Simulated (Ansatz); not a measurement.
C4H6 can be A, `CC#CC`, or B, `C=C1CC1`.

Calculated with Ansatz (gas phase, PBE0-D4/def2-TZVP geometries, no zero-point term in ΔE). CBS: MP2 limit from def2 TZ/QZ plus the TZ coupled-cluster correction, frozen cores. Functionals use def2-TZVPP. B3LYP here is the variant with VWN-RPA as its local correlation; programs differ in this.

**Question.** Which is lower in electronic energy at CCSD(T)/CBS, and by how much? (An estimate is asked.)

**Answer.** Ansatz gave: A, by 11.0 kcal/mol.

**Question.** Give E(B) − E(A) in kcal/mol with r2SCAN-D4, BLYP-D4, B3LYP, CCSD(T)/def2-SVP, CCSD/def2-TZVPP, B3LYP-D4, HF/def2-TZVPP. (Estimate.)

**Answer.** Computed: r2SCAN-D4 7.7, BLYP-D4 11.2, B3LYP 11.3, CCSD(T)/def2-SVP 9.7, CCSD/def2-TZVPP 11.0, B3LYP-D4 10.6, HF/def2-TZVPP 14.1. None reverses the order clearly.

**Question.** Does the order hold for the free energy at 298.15 K (harmonic terms from PBE0-D4)? (Best estimate.)

**Answer.** The calculation gave: Yes: G(B) − G(A) = +12.7 kcal/mol. Modes under 60 cm⁻¹, often nearly free rotors, make the harmonic entropy too high.

Largest T1 diagnostic: 0.011.

In def2-TZVPP, CCSD(T) changes the Hartree–Fock value by −3.4 kcal/mol (the triples alone add −0.2 kcal/mol) and MP2 by −2.1 kcal/mol. From BLYP to BHLYP (50 % exact exchange), in def2-TZVPP and without D4, E(B) − E(A) moves by −1.1 kcal/mol.
